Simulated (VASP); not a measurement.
# Ir in VASP: relaxation of the atoms with PBE

Aim: the relaxation of the atoms of Ir with PBE.

All numbers are computed with VASP 6.6.1; they aren't measurements. Logs are shortened: lines on timing, memory, paths and dates and some standing lists are left out, and cuts for length are marked.

## Step 1: The slab as given

The cell holds a slab with vacuum, 4 atoms: a = 2.719 Å, b = 2.719 Å, c = 27.556 Å, α = 90.00°, β = 90.00°, γ = 120.00°.

The cell was built by a generator and needn't be a form met in nature.

## Step 2: Relaxation of the atoms, PBE

File INCAR:

```
SYSTEM = Ir
PREC     = Accurate       ! precision mode
ENCUT    = 520            ! plane-wave cutoff, eV
EDIFF    = 1E-6           ! SCF threshold, eV
ISMEAR   = 1              ! smearing method
SIGMA    = 0.1            ! smearing width, eV
LREAL    = .False.        ! projectors in reciprocal space
LASPH    = .True.         ! aspherical terms in the spheres
NELM     = 120            ! most SCF steps
ALGO     = Fast           ! electronic algorithm
ISIF     = 2              ! what is computed and relaxed
LWAVE    = .False.        ! write WAVECAR
LCHARG   = .False.        ! write CHGCAR
LDIPOL   = .True.       
IDIPOL   = 3            
DIPOL    = 0.5 0.5 0.500
GGA      = PE             ! functional
IBRION   = 2              ! ionic algorithm
NSW      = 90             ! ionic steps
EDIFFG   = -0.02          ! ionic threshold
KPAR     = 2
```

File KPOINTS:

```
regular mesh
0
Gamma
  14 14 1
  0 0 0
```

File POSCAR:

```
Ir
1.0
    2.7193470000      0.0000000000      0.0000000000
   -1.3596735000      2.3550235400      0.0000000000
    0.0000000000      0.0000000000     27.5564212900
Ir
4
Direct
    0.0000000000      1.0000000000      0.3773085900
    0.6666670000      0.3333330000      0.4591040900
    0.3333340000      0.6666660000      0.5408959100
    0.0000000000      1.0000000000      0.6226914100
```

Potentials or basis: VASP PAW PBE potentials, release 64 (Ir).

The run is started by

```console
cat potpaw_PBE.64/Ir/POTCAR > POTCAR
mpirun -np 2 vasp_std > vasp.out
```

OUTCAR:

```text
SYSTEM = Ir
   PREC = Accurate
   ENCUT = 520
   EDIFF = 1E-6
   ISMEAR = 1
   LREAL = .False.
   LASPH = .True.
   NELM = 120
   ISIF = 2
   GGA = PE
   IBRION = 2
   NSW = 90
   EDIFFG = -0.02

 ion  position               nearest neighbor table
   1  0.000  0.000  0.377-   2 2.75   2 2.75   2 2.75
   2  0.667  0.333  0.459-   3 2.75   3 2.75   3 2.75   1 2.75   1 2.75   1 2.75
   3  0.333  0.667  0.541-   2 2.75   2 2.75   2 2.75   4 2.75   4 2.75   4 2.75
   4  0.000  0.000  0.623-   3 2.75   3 2.75   3 2.75

  LATTYP: Found a hexagonal cell.
 ALAT       =     2.7193470000
 C/A-ratio  =    10.1334700169

  Lattice vectors:

 A1 = (   2.7193470000,   0.0000000000,   0.0000000000)
 A2 = (  -1.3596735000,   2.3550235400,   0.0000000000)
 A3 = (   0.0000000000,   0.0000000000,  27.5564212900)

Analysis of symmetry for initial positions (statically):
=====================================================================
 Subroutine PRICEL returns:
 Original cell was already a primitive cell.

 Routine SETGRP: Setting up the symmetry group for a
 hexagonal supercell.

 Subroutine GETGRP returns: Found 12 space group operations
 (whereof 12 operations were pure point group operations)
 out of a pool of 24 trial point group operations.

The static configuration has the point symmetry D_3d.

Analysis of symmetry for dynamics (positions and initial velocities):
=====================================================================
 Subroutine PRICEL returns:
 Original cell was already a primitive cell.

 Routine SETGRP: Setting up the symmetry group for a
 hexagonal supercell.

 Subroutine GETGRP returns: Found 12 space group operations
 (whereof 12 operations were pure point group operations)
 out of a pool of 24 trial point group operations.

The dynamic configuration has the point symmetry D_3d.

 Subroutine INISYM returns: Found 12 space group operations
 (whereof 12 operations are pure point group operations),
 and found     1 'primitive' translations

----------------------------------------------------------------------------------------
[... 129 lines left out ...]
 RMM-DIIS sequential band-by-band and
 Methfessel and Paxton  Order N= 1 SIGMA  =   0.10
  energy-cutoff  :      520.00
  volume of cell :      176.47
 maximum number of plane-waves:      4797
   NGX = 11   NGY = 11   NGZ =103

--------------------------------------- Ionic step        1  -------------------------------------------

 number of electron      35.9999998 magnetization

 Free energy of the ion-electron system (eV)
  ---------------------------------------------------
  ext. energy  EPLUGINS =         0.00000000
  ---------------------------------------------------
  free energy    TOTEN  =       -33.58164960 eV

  energy without entropy =      -33.58239036  energy(sigma->0) =      -33.58189652

------------------------ aborting loop because EDIFF is reached ----------------------------------------

  FORCE on cell =-STRESS in cart. coord.  units (eV):
  Direction    XX          YY          ZZ          XY          YZ          ZX
  --------------------------------------------------------------------------------------
  -------------------------------------------------------------------------------------
  Total       -3.0629216     -3.0629215     -3.3071115      0.0000000      0.0000000      0.0000000
  in kB      -27.8076166    -27.8076155    -30.0245650      0.0000000      0.0000000      0.0000000
  external PRESSURE =     -28.5465990 kB  Pullay stress =       0.0000000 kB
[... 177 lines left out ...]
--------------------------------------- Ionic step        6  -------------------------------------------

 number of electron      35.9999998 magnetization

 dipolmoment           0.000000      0.000000      0.000000 electrons x Angstroem

------------------------ aborting loop because EDIFF is reached ----------------------------------------

  FORCE on cell =-STRESS in cart. coord.  units (eV):
  Direction    XX          YY          ZZ          XY          YZ          ZX
  --------------------------------------------------------------------------------------
  -------------------------------------------------------------------------------------
  Total       -2.0182852     -2.0182851     -0.1696468      0.0000000     -0.0000000     -0.0000000
  in kB      -18.3235837    -18.3235831     -1.5401871      0.0000000     -0.0000000     -0.0000000
  external PRESSURE =     -12.7291180 kB  Pullay stress =       0.0000000 kB
[... 25 lines left out ...]
--------------------------------------- Ionic step        7  -------------------------------------------

 number of electron      35.9999998 magnetization

 dipolmoment           0.000000      0.000000     -0.000000 electrons x Angstroem

 Free energy of the ion-electron system (eV)
  ---------------------------------------------------
  ext. energy  EPLUGINS =         0.00000000
  ---------------------------------------------------
  free energy    TOTEN  =       -33.61505079 eV

  energy without entropy =      -33.61641762  energy(sigma->0) =      -33.61550640

 E-fermi :  -0.4740     XC(G=0):  -5.2207

 val. band max:       -0.5393825224   @ k =   0.1429   0.0000   0.0000
 cond. band min:      -0.4671738269   @ k =   0.2143   0.0714   0.0000
 fundamental gap:      0.0722086956
 Fermi energy:        -0.4740124814

 k-point     1 :       0.0000    0.0000    0.0000
  band No.  band energies     occupation
      1     -10.8994      2.00000
      2      -9.4352      2.00000
      3      -8.2066      2.00000
      4      -8.1784      2.00000
      5      -4.4241      2.00000
      6      -4.2735      2.00000
[... 589 lines left out ...]
     21       4.8755      0.00000
     22       4.9544      0.00000

------------------------ aborting loop because EDIFF is reached ----------------------------------------

 vacuum level on the upper side and lower side of the slab       (xc-potential included)        -0.072        -0.072

  FORCE on cell =-STRESS in cart. coord.  units (eV):
  Direction    XX          YY          ZZ          XY          YZ          ZX
  --------------------------------------------------------------------------------------
  -------------------------------------------------------------------------------------
  Total       -1.9760836     -1.9760835     -0.0494533      0.0000000      0.0000000     -0.0000000
  in kB      -17.9404442    -17.9404435     -0.4489763      0.0000000      0.0000000     -0.0000000
  external PRESSURE =     -12.1099547 kB  Pullay stress =       0.0000000 kB
[... 19 lines left out ...]
  FREE ENERGIE OF THE ION-ELECTRON SYSTEM (eV)
  ---------------------------------------------------
  free  energy   TOTEN  =       -33.6150507906 eV

  energy  without entropy=      -33.6164176212  energy(sigma->0) =      -33.61550640

 reached required accuracy - stopping structural energy minimisation

 vacuum level on the upper side and lower side of the slab         5.003         5.003
```

CONTCAR:

```text
Ir
   1.00000000000000
     2.7193470000000000    0.0000000000000000    0.0000000000000000
    -1.3596735000000000    2.3550235399999999    0.0000000000000000
     0.0000000000000000    0.0000000000000000   27.5564212899999994
  Ir
     4
Direct
     0.0000000000000000    0.0000000000000000    0.3796977696233158
     0.6666669999999968    0.3333330000000032    0.4597202209608212
     0.3333340000000007    0.6666659999999993    0.5402797790391787
     0.0000000000000000    0.0000000000000000    0.6203022303766843

  0.00000000E+00  0.00000000E+00  0.00000000E+00
  0.00000000E+00  0.00000000E+00  0.00000000E+00
  0.00000000E+00  0.00000000E+00  0.00000000E+00
  0.00000000E+00  0.00000000E+00  0.00000000E+00
```

Wall time 2.9 min (2 MPI ranks of AMD EPYC 9R45 (Zen 5), shared host); peak memory 0.29 GiB.

Results:

- Free energy: -33.6151 eV
- Energy gained by relaxing: 8.4 meV/atom
- Ionic steps: 7
- Band gap on the k mesh: none (metal or under the smearing width)

Forces on the atoms (eV/Å):
```
Ir   0.000  0.000  0.001
Ir   0.000  0.000  0.003
Ir   0.000  0.000 -0.003
Ir   0.000  0.000 -0.001
```

The path:
```tsv
step	energy change (eV)	largest force (eV/Å)	pressure (GPa)
1	0.0000	0.4983	-2.85
2	-0.0187	0.2782	-2.29
3	-0.0254	0.3185	-1.70
4	-0.0330	0.0431	-1.36
5	-0.0333	0.0249	-1.29
6	-0.0333	0.0262	-1.27
7	-0.0334	0.0028	-1.21
```

Final structure:
```xyz
4
Lattice="2.7193 0.0000 0.0000 -1.3597 2.3550 0.0000 0.0000 0.0000 27.5564" Properties=species:S:1:pos:R:3 pbc="T T T"
Ir    0.0000    0.0000   10.4631
Ir    1.3597    0.7850   12.6682
Ir    0.0000    1.5700   14.8882
Ir    0.0000    0.0000   17.0933
```

The run has no spin-orbit coupling, so splittings on Ir are missing.
